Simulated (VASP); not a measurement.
# SnO2 (Cassiterite) (P4_2/mnm) in VASP: further runs, part 2 of 2

VASP 6.6.1. Earlier steps stand in the parts before.

## Step 4: G0W0 quasiparticle levels, PBE

POSCAR

```
SnO2
1.0
    4.7380000000      0.0000000000      0.0000000000
    0.0000000000      4.7380000000      0.0000000000
    0.0000000000      0.0000000000      3.1865000000
Sn O
2 4
Direct
    0.5000000000      0.5000000000      0.5000000000
    0.0000000000      0.0000000000      0.0000000000
    0.8071000000      0.1929000000      0.5000000000
    0.6929000000      0.6929000000      0.0000000000
    0.1929000000      0.8071000000      0.5000000000
    0.3071000000      0.3071000000      0.0000000000
```

INCAR.step1

```
SYSTEM = SnO2
  PREC = Accurate
  ENCUT = 500
  EDIFF = 1E-8
  ISMEAR = 0
  SIGMA = 0.01
  LREAL = .False.
  LASPH = .True.
  NELM = 80
  ALGO = Normal
  LWAVE = .True.
  LCHARG = .False.
  GGA = PE
  KPAR = 4
```

INCAR.step2

```
SYSTEM = SnO2
  PREC = Accurate
  ENCUT = 500
  EDIFF = 1E-8
  ISMEAR = 0
  SIGMA = 0.01
  LREAL = .False.
  LASPH = .True.
  NELM = 1
  ALGO = Exact
  LWAVE = .True.
  LCHARG = .False.
  GGA = PE
  NBANDS = 324
  LOPTICS = .True.
  ISTART = 1
  KPAR = 4
```

INCAR.step3

```
SYSTEM = SnO2
  PREC = Accurate
  ENCUT = 500
  EDIFF = 1E-8
  ISMEAR = 0
  SIGMA = 0.01
  LREAL = .False.
  LASPH = .True.
  ALGO = EVGW0
  LWAVE = .False.
  LCHARG = .False.
  GGA = PE
  NELMGW = 1
  NBANDS = 324
  ENCUTGW = 150
  NOMEGA = 50
  PRECFOCK = Fast
  ISTART = 1
  NBANDSGW = 34
  KPAR = 4
```

KPOINTS

```
Automatic mesh
0
Gamma
  2 2 4
  0 0 0
```

Potentials or basis: VASP PAW PBE potentials, release 64 (Sn_d_GW, O_GW).

Command:

```bash
> cat potpaw_PBE.64/Sn_d_GW/POTCAR potpaw_PBE.64/O_GW/POTCAR > POTCAR
> cp INCAR.step1 INCAR
> mpirun -np 4 vasp_std > vasp.out
> cp INCAR.step2 INCAR
> mpirun -np 4 vasp_std > vasp.out
> cp INCAR.step3 INCAR
> mpirun -np 4 vasp_std > vasp.out
```

OUTCAR:

```text
SYSTEM = SnO2
   PREC = Accurate
   ENCUT = 500
   EDIFF = 1E-8
   ISMEAR = 0
   LREAL = .False.
   LASPH = .True.
   GGA = PE
   NELMGW = 1
   ENCUTGW = 150
   PRECFOCK = Fast
   ISTART = 1

 ion  position               nearest neighbor table
   1  0.500  0.500  0.500-   4 2.05   6 2.05   4 2.05   6 2.05   5 2.06   3 2.06
   2  0.000  0.000  0.000-   3 2.05   5 2.05   3 2.05   5 2.05   4 2.06   6 2.06
   3  0.807  0.193  0.500-   2 2.05   2 2.05   1 2.06
   4  0.693  0.693  0.000-   1 2.05   1 2.05   2 2.06
   5  0.193  0.807  0.500-   2 2.05   2 2.05   1 2.06
   6  0.307  0.307  0.000-   1 2.05   1 2.05   2 2.06

  LATTYP: Found a simple tetragonal cell.
 ALAT       =     4.7380000000
 C/A-ratio  =     0.6725411566

  Lattice vectors:

 A1 = (   4.7380000000,   0.0000000000,   0.0000000000)
 A2 = (   0.0000000000,   4.7380000000,   0.0000000000)
 A3 = (   0.0000000000,   0.0000000000,   3.1865000000)

Analysis of symmetry for initial positions (statically):
=====================================================================
 Subroutine PRICEL returns:
 Original cell was already a primitive cell.

 Routine SETGRP: Setting up the symmetry group for a
 simple tetragonal supercell.

[... 131 lines left out ...]
     AMIX     =   0.40;   BMIX     =  1.00
     AMIX_MAG =   1.60;   BMIX_MAG =  1.00
  volume/ion in A,a.u.               =      11.92        80.45
  Fermi-wavevector in a.u.,A,eV,Ry     =   1.472000  2.781677 29.480903  2.166785
  Thomas-Fermi vector in A             =   2.587068
   LORBIT       =      0    0 simple, 1 ext, 2 COOP (PROOUT), +10 PAW based schemes
   GGA     = PE    functional components
   LHFCALC =     T    Hartree Fock is set to
   PRECFOCK=fast      Normal, Fast or Accurate (Low or Medium for compatibility)
   ENCUT4O =  -1.0   cutoff for four orbital integrals eV
   NKREDX  =     1    reduce k-point grid by
   NKREDY  =     1    reduce k-point grid by
   NKREDZ  =     1    reduce k-point grid by
   AEXX    =    1.0000 exact exchange contribution
   HFSCREEN=    0.0000 screening length (either q_TF or 0.3 A-1)
   HFSCREENC=   0.0000 screening length for correlation (either q_TF or 0.3 A-1)
   ENCUTFOCK=  -1.0 apply spherical cutoff to Coloumb kernel
   IVDW    =     0    specifies the selected vdW correction
   LEPSILON=     F    determine dielectric tensor
   LRPA    =     F    only Hartree local field effects (RPA)
   LRPAFORCE           =     F    calculate RPA forces
   ENCUTGW             = 150.0    cutoff for response function in eV
   ENCUTGWSOFT         = 120.0    soft cutoff for Coulomb kernel in GW response function in eV
   ENCUTLF             =  -1.0    cutoff for local field effects
   NELMGW              =     1    number of iterations in solving QP/BSE equation
   NELMHF              =     1    number of iterations in the inner HF iteration
   NKREDLFX            =     1    NKREDLFY  =   1   NKREDLFZ  =   1
 non-spin polarized calculation
 Gauss-broadening in eV      SIGMA  =   0.01
  energy-cutoff  :      500.00
  volume of cell :       71.53
 maximum number of plane-waves:      1835
 NGX is ok and might be reduce to    36
  NGX = 20; NGY = 20; NGZ = 14
   NGX = 17   NGY = 17   NGZ = 11
 maximum number of plane-waves:       315

 QP shifts <psi_nk| G(iteration)W_0 |psi_nk>: iteration 1
 for sc-GW calculations column KS-energies equals QP-energies in previous step
 and V_xc(KS)=  KS-energies - (<T + V_ion + V_H > + <T+V_H+V_ion>^1  + <V_x>^1)

 k-point   1 :       0.0000    0.0000    0.0000
  band No.  KS-energies  QP-energies   sigma(KS)   V_xc(KS)     V^pw_x(r,r')   Z            occupation Imag(sigma)

      1     -16.8017     -19.5004     -21.4429     -17.7006     -28.4209       0.7211       2.0000       0.7166
      2     -16.0379     -19.0060     -21.3737     -17.4164     -27.4865       0.7500       2.0000       0.6522
      3     -15.7550     -18.9324     -21.5206     -17.3432     -26.9711       0.7606       2.0000       0.4572
      4     -15.7332     -18.9977     -21.8035     -17.5394     -27.4702       0.7656       2.0000       0.5957
      5     -15.7332     -18.9977     -21.8035     -17.5394     -27.4702       0.7656       2.0000       0.5957
      6     -15.6455     -18.7959     -21.7212     -17.5527     -27.4058       0.7558       2.0000       0.5129
[... 330 lines left out ...]
     33      15.5634      16.7590     -14.5155     -16.1200      -8.9776       0.7452       0.0000      -0.1719
     34      15.5634      16.7590     -14.5155     -16.1200      -8.9776       0.7452       0.0000      -0.1719
```

OUTCAR.step1:

```text
SYSTEM = SnO2
   PREC = Accurate
   ENCUT = 500
   EDIFF = 1E-8
   ISMEAR = 0
   LREAL = .False.
   LASPH = .True.
   NELM = 80
[... 527 lines left out ...]
      3.28296      3.28296      0.00000         0.180111      0.180111     -0.000000
      0.91396      3.82404      1.59325         0.180111     -0.180111     -0.000000
      1.45504      1.45504      0.00000        -0.180111     -0.180111      0.000000
 -----------------------------------------------------------------------------------
    total drift:                               -0.000000      0.000000      0.000000

  FREE ENERGIE OF THE ION-ELECTRON SYSTEM (eV)
  ---------------------------------------------------
  free  energy   TOTEN  =       -37.3049775708 eV

  energy  without entropy=      -37.3049775708  energy(sigma->0) =      -37.30497757
```

It took 3.2 min on 4 MPI ranks of Intel Xeon 6975P-C (Granite Rapids), shared host; peak memory 0.91 GiB.

What came out:

```
Band gap on the k mesh, mean-field level : 1.26 eV, direct
Quasiparticle gap                        : 2.69 eV
Least direct quasiparticle gap           : 2.69 eV
```

Caveat: the k mesh is coarse (spacing up to 0.66 Å⁻¹), so the values aren't converged; the cutoff is under 1.25 times the usual one of these potentials, so pressure, stress and relaxed cells hold a basis-set (Pulay) error; bands, screening cutoff and mesh are small and nothing is extrapolated, so the quasiparticle values aren't converged; spin-orbit coupling is left out, which moves the levels of the heavy elements.

## Step 5: The reference run

An earlier run on the cell as given: functional PBEsol; potentials or basis VASP PAW PBE potentials, release 64 (Sn_d, O); cutoff 520 eV; k mesh 6 × 6 × 8; occupations fermi-dirac, width 0.05 eV; no spin polarisation.

- Pressure: 5.4 GPa
- Largest force: 0.229 eV/Å
- Band gap on the k mesh: 1.18 eV, direct
